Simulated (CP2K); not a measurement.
Runs of CP2K 2026.2 on PbSe. The structure is cubic, space group Pm-3m (No. 221). Conventional cell: a = 3.784 Å, b = 3.784 Å, c = 3.784 Å, α = 90.00°, β = 90.00°, γ = 90.00°. Pb (site symmetry m-3m) is surrounded by 8 Se at 3.28 Å. Around Se (site symmetry m-3m) lie 8 Pb at 3.28 Å. Measurements of this composition are mostly on another form, of space group No. 225.

```csv
level,potentials or basis,smearing,gap on the mesh (eV),pressure (GPa)
PBEsol,"POTENTIAL_UZH Pb GTH-PBE-q4, Se GTH-PBE-q6; TZVP-MOLOPT-PBE-GTH basis",gaussian 0.05 eV,none,-0.9
LDA,"GTH_POTENTIALS Pb GTH-PADE-q4, Se GTH-PADE-q6; TZVP-MOLOPT-PBE-GTH basis",gaussian 0.05 eV,none,-4.6
LDA,"GTH_POTENTIALS Pb GTH-PADE-q4, Se GTH-PADE-q6; TZVP-MOLOPT-PBE-GTH basis",gaussian 0.1 eV,none,-4.7
RPBE,"POTENTIAL_UZH Pb GTH-PBE-q4, Se GTH-PBE-q6; TZVP-MOLOPT-PBE-GTH basis",fermi-dirac 0.02 eV,none,(a)
```

Alike in all rows: task single point; no spin polarisation; cell as given; k mesh 7 × 7 × 7.

Question: Estimate the missing entries.

Answer: (a) 1.3.

Caveats: the basis of atomic orbitals isn't converged, which shifts pressures, moduli and gaps; the potentials were made for another functional, which shifts forces and pressure (some runs).

A k mesh can miss the band edges, and the runs leave out spin-orbit coupling on Pb, Se.

A gap of «none» marks a metal or a gap under the smearing width.
